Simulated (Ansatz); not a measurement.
AlAs built on the zincblende prototype at its r2SCAN geometry: many-body runs in Ansatz on a coarse mesh, with settings drawn wide and some wrong on purpose. No gap below is converged. Calculated for a static, non-magnetic cell.

The first input:
```yaml
crystal:
  lattice:
    - [0.0, 2.8389246371, 2.8389246371]
    - [2.8389246371, 0.0, 2.8389246371]
    - [2.8389246371, 2.8389246371, 0.0]
  atoms:
    - { symbol: Al, position: [0.0, 0.0, 0.0] }
    - { symbol: As, position: [0.25, 0.25, 0.25] }
kpoints:
  mp_grid: { grid: [4, 4, 4] }
hamiltonian:
  xc: pbe
scf:
  occupations: { method: fixed }
gw:
  n_empty_bands: 30
  ecut_chi: 10
  qp_bands: [v1, c1]
  qp_kpoints: band_edges
  screening: { model: contour_deformation }
```

Task: How does it end?

Result: It runs. The PBE gap over the mesh, 1.44 eV, becomes 1.76 eV, with 39 bands summed and 1 plane wave in the screening. The screening cutoff is far too low.
```
--- G₀W₀: contour deformation, 6 samples at zero and on the imaginary axis and 2 off it, 64 q-points, 30 empty bands' worth ---
    ik  band        ε_KS         Σx   Σc(E_QP)       V_xc       Z   E_QP_lin       E_QP  E_QP is
     0     9      6.3080   -15.9476     2.2185   -13.9118  0.8087     6.4904     6.4908  root
     0    10      8.2841    -9.3235    -3.2925   -13.7884  0.8118     9.4760     9.4564  root
     1     9      5.8325   -15.7730     2.3069   -13.6058  0.8044     5.9719     5.9722  root
     1    10      8.8759    -7.8245    -3.3364   -12.1548  0.8077     9.8842     9.8699  root
     2     9      5.4888   -15.8185     2.4403   -13.4839  0.8008     5.5943     5.5945  root
     2    10      8.4059    -7.7792    -3.2369   -11.9443  0.8103     9.3456     9.3341  root
     4     9      4.7063   -15.4688     2.6233   -12.8696  0.7913     4.7304     4.7304  root
     4    10      8.8555    -5.9554    -3.3587    -9.9888  0.8063     9.5363     9.5302  root
     6     9      4.1525   -15.4387     2.8270   -12.5815  0.7827     4.1222     4.1222  root
     6    10      7.7442    -5.3435    -3.2167    -9.0706  0.8090     8.2577     8.2546  root
```
The points are ik 0 = (0, 0, 0) (Γ), ik 1 = (0, 0, 1/4), ik 2 = (0, 0, -1/2), ik 4 = (0, 1/4, -1/2), ik 6 = (0, -1/2, -1/2); band 9 is the last filled one.

Task: And with these blocks in place of the first input's?
```yaml
hamiltonian:
  xc: lda
gw:
  n_empty_bands: 100000
  ecut_chi: 80
  qp_bands: [v1, c1]
  qp_kpoints: band_edges
  screening: { model: contour_deformation }
```

Result: It is rejected at once.
```
Error: inconsistent input (gw.n_empty_bands, basis.ecutwfc): the count of 100009 bands up to the last of gw.n_empty_bands exceeds the smallest per-k basis n_pw = 881 of the GW NSCF pass (the SCF k-mesh) (at k = [0.000000, 0.250000, 0.250000] in reciprocal lattice vectors) — raise basis.ecutwfc, or ask for fewer bands where the run can do with them
```

Task: And with these blocks in place of the first input's?
```yaml
gw:
  n_empty_bands: 60
  ecut_chi: 80
  qp_bands: [v1, c1]
  qp_kpoints: band_edges
  screening: { model: contour_deformation }
```

Result: It runs. The PBE gap over the mesh, 1.44 eV, becomes 1.90 eV, with 69 bands summed and 65 plane waves in the screening.
```
--- G₀W₀: contour deformation, 6 samples at zero and on the imaginary axis and 2 off it, 64 q-points, 60 empty bands' worth ---
    ik  band        ε_KS         Σx   Σc(E_QP)       V_xc       Z   E_QP_lin       E_QP  E_QP is
     0     9      6.3080   -15.9476     1.6472   -13.9118  0.7698     5.9176     5.9195  root
     0    10      8.2841    -9.3235    -3.8946   -13.7884  0.7800     8.8586     8.8544  root
     1     9      5.8325   -15.7730     1.7478   -13.6058  0.7659     5.4107     5.4130  root
     1    10      8.8759    -7.8245    -3.9320   -12.1548  0.7772     9.2764     9.2742  root
     2     9      5.4888   -15.8185     1.8873   -13.4839  0.7624     5.0387     5.0415  root
     2    10      8.4059    -7.7792    -3.8031   -11.9443  0.7804     8.7696     8.7680  root
     4     9      4.7063   -15.4688     2.0972   -12.8696  0.7544     4.2002     4.2042  root
     4    10      8.8555    -5.9554    -3.8610    -9.9888  0.7814     9.0283     9.0279  root
     6     9      4.1525   -15.4387     2.3191   -12.5815  0.7466     3.6091     3.6144  root
     6    10      7.7442    -5.3435    -3.6557    -9.0706  0.7876     7.8157     7.8156  root
```
The points are ik 0 = (0, 0, 0) (Γ), ik 1 = (0, 0, 1/4), ik 2 = (0, 0, -1/2), ik 4 = (0, 1/4, -1/2), ik 6 = (0, -1/2, -1/2); band 9 is the last filled one.

Task: And with these blocks in place of the first input's?
```yaml
gw:
  n_empty_bands: 60
  ecut_chi: 2000
  qp_bands: [v1, c1]
  qp_kpoints: band_edges
  screening: { model: contour_deformation }
```

Result: It is rejected at once.
```
Error: memory limit exceeded: the `pass consumer` phase of `gw bands` needs 7.13 GiB against the run's memory maximum of 3.60 GiB; largest carriers: gw stage rest 5.73 GiB, gw screening matrices 1.31 GiB, consumer's unmodelled tail 0.05 GiB, source scf tables 0.02 GiB, held by the process 0.01 GiB; `held by the process` is memory that this process holds beside the run […]
```

Spin-orbit coupling is left out.
